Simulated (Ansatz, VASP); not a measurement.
Li2O: VASP beside Ansatz

The input INCAR:

```
SYSTEM = Li2O
PREC = Accurate ; ENCUT = 520
EDIFF = 1E-7 ; ISMEAR = -1
SIGMA = 0.05 ; LREAL = .FALSE.
LASPH = .TRUE. ; NELM = 80
ALGO = Normal ; ISIF = 2
LWAVE = .FALSE. ; LCHARG = .FALSE.
GGA = PE ; NBANDS = 13
```

Contents of KPOINTS:

```
regular mesh
0
G
  10 10 10
  0 0 0
```

The input POSCAR:

```
Li2O
1.0
    0.0000000000      2.3724905637      2.3724905637
    2.3724905637      0.0000000000      2.3724905637
    2.3724905637      2.3724905637      0.0000000000
O Li
1 2
Direct
    0.0000000000      0.0000000000      0.0000000000
    0.2500000000      0.2500000000      0.2500000000
    0.7500000000      0.7500000000      0.7500000000
```

Contents of input.yaml:

```yaml
crystal:
  lattice:
    - [0.0, 2.3724905637, 2.3724905637]
    - [2.3724905637, 0.0, 2.3724905637]
    - [2.3724905637, 2.3724905637, 0.0]
  atoms:
    - { symbol: O, position: [0.0, 0.0, 0.0] }
    - { symbol: Li, position: [0.25, 0.25, 0.25] }
    - { symbol: Li, position: [0.75, 0.75, 0.75] }
hamiltonian:
  xc: pbe
  pseudopotentials: { kind: paw }
kpoints:
  mp_grid: { grid: [10, 10, 10] }
scf:
  occupations: { method: fermi_dirac, width: 0.05 }
output:
  forces: true
  stress: true
  eigenvalues: true
  write_density: true
  write_potential: true
  elf: true
  volumetric_format: npy
```

Change from the starting cell: volume scaled by 1.06.

Alike in both runs: task single point; functional PBE; k mesh 10 × 10 × 10; occupations fermi-dirac, width 0.05 eV; no spin polarisation.

|  | VASP | Ansatz |
| --- | --- | --- |
| version | VASP 6.6.1 | Ansatz 0.2.0 |
| potentials or method | VASP PAW PBE potentials, release 64 (O, Li_sv) | Ansatz PAW |
| plane-wave cutoff (eV) | 520 | 420 |
| valence electrons in the cell | 12 | 12 |

|  | VASP | Ansatz | Ansatz less VASP |
| --- | --- | --- | --- |
| gap on the k mesh at the Fermi level (eV) | 4.71 | 4.70 | -0.011 |
| least direct gap on the mesh (eV) | 4.71 | 4.70 | -0.011 |

The functional is the same, so the differences come from potentials, cutoffs and numerics.

 A k mesh can miss the band edges.
